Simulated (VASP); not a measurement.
# KF: convergence, band structure

KF, Fm-3m (no. 225), 2 atoms in the cell. TB-mBJ; PAW potentials K_sv, F (PBE set). VASP 6.6.1.

Wanted: band energies at the path's corners within 0.02 eV; gap on the path within 0.01 eV.

What the run is for: bands; Accuracy asked: standard; Route: KPOINTS_OPT.

Band energies at the path's corners: counted from the valence top.

POSCAR:
```
KF
1.0
    0.0000000000      2.6718500000      2.6718500000
    2.6718500000      0.0000000000      2.6718500000
    2.6718500000      2.6718500000      0.0000000000
K F
1 1
Direct
    0.0000000000      0.0000000000      0.0000000000
    0.5000000000      0.5000000000      0.5000000000
```

The series start from Plane-wave cutoff (eV): 460; k-point mesh: 6 × 6 × 6; k points a path segment: 12; Electronic threshold (eV): 1e-6; Precision mode (PREC): Accurate; Bands in all (NBANDS): 20. Each series keeps the choices made before it, and each single choice may use up half of a tolerance. Times cover all steps of a run.

## Plane-wave cutoff (eV)

| Plane-wave cutoff (eV) | Band energies at the path's corners, largest deviation (eV) | Gap on the path (eV) | Time (s) |
|---|---|---|---|
| 320 | 0.408 | 10.598 | 45 |
| 400 | 0.040 | 10.231 | 68 |
| 460 | 0.019 | 10.200 | 65 |
| 520 | 0.021 | 10.212 | 71 |
| 640 (reference) | 0.000 | 10.191 | 76 |

Chosen: 640; the next looser run is off by more than half of the tolerance, so convergence isn't shown beyond this value.

## k-point mesh

| k-point mesh | Band energies at the path's corners, largest deviation (eV) | Gap on the path (eV) | Time (s) |
|---|---|---|---|
| 3 × 3 × 3 | 0.001 | 10.192 | 58 |
| 4 × 4 × 4 | 0.000 | 10.191 | 60 |
| 5 × 5 × 5 | 0.000 | 10.191 | 70 |
| 6 × 6 × 6 | 0.000 | 10.191 | 76 |
| 7 × 7 × 7 | 0.000 | 10.191 | 95 |
| 9 × 9 × 9 | 0.000 | 10.191 | 135 |
| 11 × 11 × 11 (reference) | 0.000 | 10.191 | 185 |

Chosen: 3 × 3 × 3, the loosest value from which every tighter one stays within half of the tolerance.

## k points a path segment

| k points a path segment | Band energies at the path's corners, largest deviation (eV) | Gap on the path (eV) | Time (s) |
|---|---|---|---|
| 5 | 0.000 | 10.192 | 42 |
| 8 | 0.000 | 10.192 | 49 |
| 12 | 0.000 | 10.192 | 58 |
| 20 | 0.000 | 10.192 | 80 |
| 32 (reference) | 0.000 | 10.192 | 106 |

Chosen: 5.

## Electronic threshold (eV)

| Electronic threshold (eV) | Band energies at the path's corners, largest deviation (eV) | Gap on the path (eV) | Time (s) |
|---|---|---|---|
| 0.001 | 0.001 | 10.192 | 34 |
| 0.0001 | 0.000 | 10.192 | 44 |
| 1e-5 | 0.000 | 10.192 | 42 |
| 1e-6 | 0.000 | 10.192 | 42 |
| 1e-7 (reference) | 0.000 | 10.192 | 43 |

Chosen: 0.001.

## Precision mode (PREC)

| Precision mode (PREC) | Band energies at the path's corners, largest deviation (eV) | Gap on the path (eV) | Time (s) |
|---|---|---|---|
| SingleN | 0.584 | 10.776 | 17 |
| Normal | 0.020 | 10.212 | 18 |
| Accurate (reference) | 0.000 | 10.192 | 34 |

Chosen: Accurate; the one before it in the list is off by more than half of the tolerance.

## Bands in all (NBANDS)

| Bands in all (NBANDS) | Band energies at the path's corners, largest deviation (eV) | Gap on the path (eV) | Time (s) |
|---|---|---|---|
| 10 | 0.224 | 10.192 | 21 |
| 11 | 0.003 | 10.190 | 27 |
| 12 | 0.001 | 10.193 | 25 |
| 14 | 0.004 | 10.194 | 23 |
| 20 | 0.000 | 10.192 | 34 |
| 30 (reference) | 0.000 | 10.192 | 40 |

Chosen: 11.

## All choices together

| Input | Band energies at the path's corners, largest deviation (eV) | Gap on the path (eV) | Time (s) |
|---|---|---|---|
| the program's defaults (naive) | 0.184 | 10.375 | 19 |
| chosen settings | 0.003 | 10.190 | 27 |
| reference settings throughout | 0.000 | 10.191 | 366 |

The chosen settings stay within the tolerance of the reference run, but the reference itself isn't shown to be converged in: Plane-wave cutoff (eV).

## The input

INCAR.step1:
```
SYSTEM = KF
ISMEAR = 0
SIGMA = 0.03
LWAVE = .True.
LCHARG = .False.
NBANDS = 11
PREC = Accurate
LASPH = .True.
LREAL = .False.
ALGO = Normal
EDIFF = 0.001
NELM = 120
GGA_COMPAT = .False.
ENCUT = 640
EFERMI = MIDGAP
GGA = PE
```

INCAR.step2, as INCAR.step1 but for:
```
- LWAVE = .True.
- GGA = PE
+ METAGGA = MBJ
+ LWAVE = .False.
+ LMIXTAU = .True.
+ ISTART = 1
```

KPOINTS:
```
Automatic mesh
0
Gamma
  3 3 3
  0 0 0
```

KPOINTS_OPT:
```
path GXWKGLUWLK,UX
5
line-mode
reciprocal
 0.0000000000  0.0000000000  0.0000000000  G
 0.5000000000  0.0000000000  0.5000000000  X

 0.5000000000  0.0000000000  0.5000000000  X
 0.5000000000  0.2500000000  0.7500000000  W

 0.5000000000  0.2500000000  0.7500000000  W
 0.3750000000  0.3750000000  0.7500000000  K

 0.3750000000  0.3750000000  0.7500000000  K
 0.0000000000  0.0000000000  0.0000000000  G

 0.0000000000  0.0000000000  0.0000000000  G
 0.5000000000  0.5000000000  0.5000000000  L

 0.5000000000  0.5000000000  0.5000000000  L
 0.6250000000  0.2500000000  0.6250000000  U

 0.6250000000  0.2500000000  0.6250000000  U
 0.5000000000  0.2500000000  0.7500000000  W

 0.5000000000  0.2500000000  0.7500000000  W
 0.5000000000  0.5000000000  0.5000000000  L

 0.5000000000  0.5000000000  0.5000000000  L
 0.3750000000  0.3750000000  0.7500000000  K

 0.6250000000  0.2500000000  0.6250000000  U
 0.5000000000  0.0000000000  0.5000000000  X
```

Commands (each step's output is kept before the next begins):
```
cat potpaw_PBE.64/K_sv/POTCAR potpaw_PBE.64/F/POTCAR > POTCAR
cp INCAR.step1 INCAR
mpirun -np 1 vasp_std > vasp.out
cp INCAR.step2 INCAR
mpirun -np 1 vasp_std > vasp.out
```

The chosen input took VASP 6.6.1 27 s on 1 core (AMD EPYC 9R45 (Zen 5)), a shared host.

## An input that fails: cutoff far too low

It runs to its end, but against the unchanged starting input it is off by 3.039 eV in the band energies at the path's corners, 2.152 eV in the gap on the path.

Changes against the starting input:
```
(all steps)
- NELM = 120
- ENCUT = 460
+ NELM = 79
+ ENCUT = 180
```
